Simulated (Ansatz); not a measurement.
**From the elastic tensor of GaAs to moduli and sound speeds**

Computed with DFT PBE, scalar-relativistic, plane waves, PAW in Ansatz 0.2.0. Plane waves to 420 eV; Γ-centred k mesh 12×12×12; Gaussian smearing of 0.02 eV. No spin polarisation.

It takes space group F-43m (No. 216, cubic). Conventional cell: a = 5.745 Å, b = 5.745 Å, c = 5.745 Å, α = 90.00°, β = 90.00°, γ = 90.00°. Ga (site symmetry -43m) is surrounded by 4 As at 2.49 Å. Around As (site symmetry -43m) lie 4 Ga at 2.49 Å.

Relaxed-ion constants (GPa, on the Cartesian axes of the calculation):
```
99.5 41.6 41.6  0.0  0.0  0.0
41.6 99.5 41.6  0.0  0.0  0.0
41.6 41.6 99.5  0.0  0.0  0.0
 0.0  0.0  0.0 51.2  0.0  0.0
 0.0  0.0  0.0  0.0 51.2  0.0
 0.0  0.0  0.0  0.0  0.0 51.2
```

Density 5.066 g/cm³; 2 atoms in 47.41 Å³.

The values that follow are for a polycrystal of randomly turned grains, by Hill's mean where one number stands.

| Item | Value |
| --- | --- |
| Bulk modulus, Voigt / Reuss / Hill | 60.9 / 60.9 / 60.9 GPa |
| Shear modulus, Voigt / Reuss / Hill | 42.3 / 39.1 / 40.7 GPa |
| Young's modulus | 100 GPa |
| Poisson ratio | 0.227 |
| Pugh ratio B/G | 1.50 |
| Universal anisotropy index | 0.40 |
| Longitudinal and transverse sound speeds | 4768 and 2835 m/s |
| Debye temperature from the mean sound speed | 325 K |

Cost: 1 run of about 3.9 core-minutes, on Arm Neoverse V2 (shared hosts).

The tensor describes a lattice held together by directional bonds. C44, at 51.2 GPa, exceeds C12, at 41.6 GPa, the reverse of what is usual in ductile metals, because tetrahedral sp³ bonds resist bending as well as stretching. C44 also exceeds half the difference between C11 and C12, so the crystal is stiffest in tension along the ⟨111⟩ bond directions and most compliant along the cube axes. This holds even though the Ga and As sublattices can shift against each other under ⟨111⟩ strain, which relieves part of the bond stretching and lowers C44.

GaAs is known to have a smaller lattice constant and a distinctly higher bulk modulus than found here. The likely cause is PBE's underbinding, which lengthens and softens the bonds, so the absolute moduli and sound speeds are better read as low estimates than the sense of the anisotropy. The Pugh ratio fits the known brittleness of GaAs, but elastic constants alone determine neither cleavage energy nor dislocation mobility.
